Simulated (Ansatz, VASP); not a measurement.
Al: VASP beside Ansatz

```
CELL_PARAMETERS angstrom
2.88776 0.00000 0.00000
-1.44388 2.50087 0.00000
0.00000 0.00000 4.88442
ATOMIC_POSITIONS crystal
Al 0.33333 0.66667 0.25000
Al 0.66667 0.33333 0.75000
```

Alike in both runs: functional BLYP; k mesh 13 × 13 × 7; occupations fermi-dirac, width 0.1 eV; no spin polarisation.

Ansatz relaxed the structure, and its values are those at the end. VASP's run is a single point on that final structure, the one shown.

|  | VASP | Ansatz |
| --- | --- | --- |
| version | VASP 6.6.1 | Ansatz 0.2.0 |
| potentials or method | VASP PAW PBE potentials, release 64 (Al) | plane waves (420 eV) with PAW, scalar-relativistic |
| plane-wave cutoff (eV) | 520 | 420 |
| valence electrons in the cell | 6 | 6 |

```csv
,VASP,Ansatz,Ansatz less VASP
pressure (GPa),0.1,0.0,-0.09
```

Caveats: the PAW data sets were made with another functional, which shifts forces and pressure a little (VASP).
